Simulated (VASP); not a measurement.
KBr:

```xyz
2
Lattice="0.0000 3.3000 3.3000 3.3000 0.0000 3.3000 3.3000 3.3000 0.0000" Properties=species:S:1:pos:R:3 pbc="T T T"
Br    3.3000    3.3000    3.3000
K     0.0000    0.0000    0.0000
```

Base run:

```yaml
Program: VASP 6.6.1
Functional: HSE(alpha, omega)
Potentials_or_basis: VASP PAW PBE potentials, release 64 (Br, K_sv)
Cutoff: 520 eV
k_mesh: 4 × 4 × 4
Occupations: fermi-dirac, width 0.05 eV
Spin: no spin polarisation
```

Its results: band gap on the k mesh 5.62 eV, direct; pressure 0.5 GPa.

Q: The run is repeated on the same cell with these changes: screening parameter from 0.2 to 0.15. What comes out?

A: Band gap on the k mesh 5.77 eV, direct; pressure 0.5 GPa.

Caveats: the PAW data sets were made with another functional, which shifts forces and pressure a little.

A k mesh can miss the band edges.

Not every run made on this cell is shown here.
